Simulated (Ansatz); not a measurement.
Runs of Ansatz 0.2.0 on Pt. The structure is cubic, space group Im-3m (No. 229). The conventional cell has a = 3.168 Å, b = 3.168 Å, c = 3.168 Å, α = 90.00°, β = 90.00°, γ = 90.00°. Pt (site symmetry m-3m) is surrounded by 8 Pt at 2.74 Å. This isn't the form of Pt at room conditions, which is fcc.

```csv
task,level,spin,cell,k mesh,cutoff (eV),points for each segment of the path,gap on the mesh (eV),pressure (GPa),relaxed volume (Å³/atom)
relaxation of cell and atoms,PBEsol+D4,off,relaxed,12 × 12 × 12,420,-,none,0.0,14.97
relaxation of cell and atoms,RPBE+D3(BJ),off,relaxed,12 × 12 × 12,420,-,none,0.0,13.60
band structure,r2SCAN,"SOC, no magnetisation",as given,9 × 9 × 9,500,14,none,-6.9,-
relaxation of cell and atoms,PBEsol+D3(BJ),off,relaxed,12 × 12 × 12,420,-,none,0.0,(b)
relaxation of cell and atoms,RPBE+D4,off,relaxed,12 × 12 × 12,420,-,none,0.0,(a)
```

Alike in all rows: potentials or basis Ansatz PAW; smearing fermi-dirac 0.05 eV.

Question: Estimate the missing entries.

Answer: (a) 15.24; (b) 14.77.

Caveats: the PAW data sets come from PBE, with cores solved anew for the run's functional, which leaves a small shift of forces and pressure; the plane-wave basis is chosen anew once the cell has moved, so the energies of steps on either side of that aren't comparable (some runs); pairwise dispersion overbinds metals, which lowers pressure and volume (some runs).

A k mesh can miss the band edges, and rows without SOC leave out spin-orbit coupling on Pt.

A gap of «none» marks a metal or a gap under the smearing width.

Runs at the PBE level aren't shown here.
